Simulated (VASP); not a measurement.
# KF: single point with PBEsol

KF:

```
CELL_PARAMETERS angstrom
0.00000 2.65441 2.65441
2.65441 0.00000 2.65441
2.65441 2.65441 0.00000
ATOMIC_POSITIONS crystal
K 0.00000 0.00000 0.00000
F 0.50000 0.50000 0.50000
```

The cell is a database's computed one.

```
Program             : VASP 6.6.1
Task                : single point
Functional          : PBEsol
Potentials or basis : VASP PAW PBE potentials, release 64 (K_sv, F)
Cutoff              : 700 eV
k mesh              : 8 × 8 × 8
Occupations         : gaussian, width 0.02 eV
Spin                : no spin polarisation
```

```json
{
 "Pressure": "0.0 GPa",
 "Band gap on the k mesh": "6.13 eV, direct"
}
```

Levels at points of the mesh, in eV from the valence-band top:
```tsv
k point	band 4	band 5	band 6	band 7	band 8	band 9	band 10	band 11	band 12
(0.00, 0.00, 0.00)	-9.20	-9.20	0.00	0.00	0.00	6.13	10.69	10.69	10.69
(0.50, 0.00, 0.00)	-9.24	-9.24	-0.83	-0.37	-0.37	9.05	10.61	12.14	12.14
(0.50, 0.50, 0.00)	-9.43	-9.43	-0.20	-0.05	-0.05	8.11	10.35	11.82	13.71
```

Run time: 13 s on 1 thread of AMD EPYC 9R45 (Zen 5) (shared host), peak memory 0.15 GiB.

Caveat: the PAW data sets were made with another functional, which shifts forces and pressure a little. A k mesh can miss the band edges.
